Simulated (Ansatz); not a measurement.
# CdS: an axial (c/a) deformation path

One table from this session's results is given with a row withheld; the runs are named, their logs left out.

Computed with Ansatz 0.2.0 (DFT PBEsol, scalar-relativistic, plane waves, PAW, unless a step's input says otherwise).

## Starting point

The structure is trigonal, space group P3m1 (No. 156). The conventional cell has a = 4.261 Å, b = 4.261 Å, c = 5.804 Å, α = 90.00°, β = 90.00°, γ = 120.00°. Cd (site symmetry 3m) is surrounded by 3 S at 2.46 Å. Around S (site symmetry 3m) lie 3 Cd at 2.46 Å.

Structure file:

```
Cd S
1.0
     4.26117    0.00000    0.00000
    -2.13058    3.69028    0.00000
     0.00000    0.00000    5.80417
Cd S
1 1
Cartesian
  0.0000 0.0000 2.5695
  2.1306 1.2301 2.5208
```

Source of the structure: the Materials Project (structure only).

The first run:

input.yaml

```yaml
crystal:
  lattice:
    - [4.2611695877, 0.0, 0.0]
    - [-2.1305847939, 3.6902811128, 0.0]
    - [0.0, 0.0, 5.80417294]
  atoms:
    - { symbol: Cd, position: [0.0, 0.0, 0.44269192] }
    - { symbol: S, position: [0.66666667, 0.33333333, 0.43430808] }
basis:
  ecutwfc: 420
kpoints:
  mp_grid: { grid: [6, 6, 4] }
hamiltonian:
  xc: pbesol
scf:
  occupations: { method: gaussian, width: 0.1 }
output:
  forces: true
  stress: true
  eigenvalues: true
```

Steps of the session up to this table: A first look at the start; Point ρ = 0.850; At ρ = 1.200; At ρ = 0.920; Point ρ = 1.100; Point ρ = 0.960; ρ = 1.050; Point ρ = 0.800; ρ = 1.300.

One of the session's tables, all rows but one given; the rest of the session is left out.

```
    ρ  ΔE (meV/atom)  pressure (GPa)  gap on the mesh (eV)
0.800          249.7            -5.8                  0.25
0.850          155.6            -4.9                  0.58
0.920           59.8            -3.4                  1.00
0.960           23.4            -2.5                  1.22
1.000            0.0            -1.5                  1.42
1.050          -11.4            -0.1                  1.54
1.100              ?               ?                     ?
1.200           68.6             4.6                  1.80
1.300          212.9             8.2                  1.89
```

Q: Estimate the row for ρ = 1.100 from the others.

Worked estimate for «ΔE (meV/atom)». A straight line through the neighbours (1.050, -11.4) and (1.200, 68.6) gives -11.4 + (68.6 + 11.4) × (1.100 − 1.050) / (1.200 − 1.050) = 15.3; a parabola fitted to 4 rows on both sides gives -2.9.

As computed: ΔE (meV/atom): -3.5; pressure (GPa): 1.3; gap on the mesh (eV): 1.64. In «ΔE (meV/atom)» the line misses by +18.8 and the parabola by +0.6.

To keep in mind: Layers here are held mostly by dispersion, which this level lacks, so their spacing and the stiffness across them are unreliable there.
